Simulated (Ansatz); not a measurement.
# EuS (rocksalt): how the settings move a single-point run

Question: which choices in the input matter for EuS (rocksalt)?

Program: Ansatz 0.2.0. Level of theory: reference: DFT PBE+U, scalar-relativistic, plane waves, PAW. These are calculated values, not measurements.

2 further runs of the same task are left out: 1 that didn't finish, 1 set aside as unsound or not needed.

## (1) The structure to begin with

It takes space group Fm-3m (No. 225, cubic). Conventional cell: a = 5.957 Å, b = 5.957 Å, c = 5.957 Å, α = 90.00°, β = 90.00°, γ = 90.00°. Eu (site symmetry m-3m) is surrounded by 6 S at 2.98 Å. S (site symmetry m-3m) has 6 Eu at 2.98 Å as nearest neighbours.

Structure file:

```
Eu S
1.0
     0.00000    2.97850    2.97850
     2.97850    0.00000    2.97850
     2.97850    2.97850    0.00000
Eu S
1 1
Direct
  0.50000 0.50000 0.50000
  0.00000 0.00000 0.00000
```

## (2) Baseline

Input file input.yaml:

```yaml
crystal:
  lattice:
    - [0.0, 2.978501867, 2.978501867]
    - [2.978501867, 0.0, 2.978501867]
    - [2.978501867, 2.978501867, 0.0]
  atoms:
    - { symbol: Eu, position: [0.5, 0.5, 0.5], spin: 7.0 }
    - { symbol: S, position: [0.0, 0.0, 0.0] }
basis:
  ecutwfc: 420
  ecutrho_ratio: 4
kpoints:
  mp_grid: { grid: [8, 8, 8] }
hamiltonian:
  xc: pbe
  hubbard: { sites: [{ species: Eu, l: f, u_eff: 6.0 }] }
scf:
  occupations: { method: gaussian, width: 0.05 }
  lower_state_search: "off"
output:
  forces: true
  stress: true
  eigenvalues: true
  populations: true
  hubbard: { sites: [{ species: Eu, l: f }] }
magnetization:
  spin_polarized: true
checkpoint:
  read: start.run
  write: ck
  compress: false
  write_wavefunctions: false
  write_every: 100000
```

The run is started by

```console
ansatz run input.yaml --threads 4 --pin off --max-ram 6144MiB --backend cpu --events-out ev --progress --plain --runs-dir out
```

## (3) Changing settings: mp_grid.grid [6, 6, 6], lower_state_search left out

Input file input.yaml:

```yaml
crystal:
  lattice:
    - [0.0, 2.978501867, 2.978501867]
    - [2.978501867, 0.0, 2.978501867]
    - [2.978501867, 2.978501867, 0.0]
  atoms:
    - { symbol: Eu, position: [0.5, 0.5, 0.5], spin: 7.0 }
    - { symbol: S, position: [0.0, 0.0, 0.0] }
basis:
  ecutwfc: 420
  ecutrho_ratio: 4
kpoints:
  mp_grid: { grid: [6, 6, 6] }
hamiltonian:
  xc: pbe
  hubbard: { sites: [{ species: Eu, l: f, u_eff: 6.0 }] }
scf:
  occupations: { method: gaussian, width: 0.05 }
output:
  forces: true
  stress: true
magnetization:
  spin_polarized: true
```

## (4) Changed: dispersion d3bjatm, chi_scale 0.3, lower_state_search left out

Input file input.yaml:

```yaml
crystal:
  lattice:
    - [0.0, 2.978501867, 2.978501867]
    - [2.978501867, 0.0, 2.978501867]
    - [2.978501867, 2.978501867, 0.0]
  atoms:
    - { symbol: Eu, position: [0.5, 0.5, 0.5], spin: 7.0 }
    - { symbol: S, position: [0.0, 0.0, 0.0] }
basis:
  ecutwfc: 420
  ecutrho_ratio: 4
kpoints:
  mp_grid: { grid: [8, 8, 8] }
hamiltonian:
  xc: pbe
  hubbard: { sites: [{ species: Eu, l: f, u_eff: 6.0 }] }
  dispersion: d3bjatm
scf:
  occupations: { method: gaussian, width: 0.05 }
  initial_density: { chi_scale: 0.3 }
output:
  forces: true
  stress: true
magnetization:
  spin_polarized: true
```

## (5) Changing settings: symmetry.detect false, scf.algorithm direct_min, lower_state_search light

Input file input.yaml:

```yaml
crystal:
  lattice:
    - [0.0, 2.978501867, 2.978501867]
    - [2.978501867, 0.0, 2.978501867]
    - [2.978501867, 2.978501867, 0.0]
  atoms:
    - { symbol: Eu, position: [0.5, 0.5, 0.5], spin: 7.0 }
    - { symbol: S, position: [0.0, 0.0, 0.0] }
  symmetry: { detect: false }
basis:
  ecutwfc: 420
  ecutrho_ratio: 4
kpoints:
  mp_grid: { grid: [8, 8, 8] }
hamiltonian:
  xc: pbe
  hubbard: { sites: [{ species: Eu, l: f, u_eff: 6.0 }] }
scf:
  occupations: { method: gaussian, width: 0.05 }
  algorithm: direct_min
  lower_state_search: light
output:
  forces: true
  stress: true
magnetization:
  spin_polarized: true
```

Before running it: what results should come out? Wanted: for each run, ending; energy change; pressure; gap; abs. moment; force.

The runs gave:

```tsv
run	ending	energy change	pressure (GPa)	gap (eV)	abs. moment (μB)	force (eV/Å)	cycles	time
reference	converged	0	0.7	0.70	7.14	0.00	-	1.1 s
1: mp_grid.grid [6, 6, 6], lower_state_search left out	converged	+0.5 meV/atom	0.8	0.70	7.14	0.00	11	1.9 s
2: dispersion d3bjatm, chi_scale 0.3, lower_state_search left out	converged	-312.8 meV/atom (offset of the dispersion model)	-1.1	0.70	7.14	0.00	11	2.6 s
3: symmetry.detect false, scf.algorithm direct_min, lower_state_search light	converged	0.0 meV/atom	0.7	0.70	7.14	0.00	13	29 s
```

Times don't compare one to one where runs were asked for different outputs or read a saved state (see the inputs); cycles may leave out searches for a lower state.

Residual by cycle in the longest SCF loop of each run; runs are numbered as in the table. The quantity is the density residual dr2, in eV.

```tsv
cycle	reference	run 1	run 2	run 3
1	2.5e-4	2	1.99	1.96
2	3.0e-5	0.291	0.309	0.333
3	2.7e-6	0.0636	0.0554	0.0425
4	1.0e-6	0.0159	0.0112	0.00946
5	5.8e-9	0.00441	0.00495	0.00676
6	-	3.4e-5	1.9e-4	6.9e-4
7	-	1.8e-6	2.7e-7	4.1e-5
```

Of the converged runs whose energies compare with the reference's, «mp_grid.grid [6, 6, 6], lower_state_search left out» moves the energy most (+0.5 meV/atom). Of the variants the dearest is «symmetry.detect false, scf.algorithm direct_min, lower_state_search light» (29 s), the cheapest «mp_grid.grid [6, 6, 6], lower_state_search left out» (1.9 s), on a shared host. The gap of the reference lacks spin-orbit coupling, though the cell holds Eu.
